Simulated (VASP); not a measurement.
A run of VASP 6.6.1:

The input INCAR:

```
SYSTEM = Al
PREC     = Accurate       ! precision mode
ENCUT    = 520            ! plane-wave cutoff, eV
EDIFF    = 0.05           ! SCF threshold, eV
ISMEAR   = 0              ! smearing method
SIGMA    = 0.1            ! smearing width, eV
LREAL    = .FALSE.        ! projectors in reciprocal space
LASPH    = .TRUE.         ! aspherical terms in the spheres
NELM     = 60             ! most SCF steps
ALGO     = Normal         ! electronic algorithm
ISIF     = 3              ! what is computed and relaxed
LWAVE    = .FALSE.        ! write WAVECAR
LCHARG   = .FALSE.        ! write CHGCAR
GGA      = PE             ! functional
IBRION   = 2              ! ionic algorithm
NSW      = 80             ! ionic steps
EDIFFG   = -0.002         ! ionic threshold
```

KPOINTS

```
Automatic mesh
0
G
  18 18 18
  0 0 0
```

Contents of POSCAR:

```
Al
1.0
    0.0000000000      2.0248050000      2.0248050000
    2.0248050000      0.0000000000      2.0248050000
    2.0248050000      2.0248050000      0.0000000000
Al
1
Direct
    0.0000000000      0.0000000000      0.0000000000
```

Potentials or basis: VASP PAW PBE potentials, release 64 (Al).

Launch:

```sh
$ cat potpaw_PBE.64/Al/POTCAR > POTCAR
$ mpirun -np 1 vasp_std > vasp.out
```

Hardware: 1 thread of Intel(R) Xeon(R) 6975P-C (Granite Rapids), with other jobs on the host.

Estimate the wall time of this run.

Wall time 7.2 s on 1 thread of Intel(R) Xeon(R) 6975P-C (Granite Rapids) (shared host), peak memory 0.14 GiB. Counts: scf iterations 16, k points 195, ion steps 6.
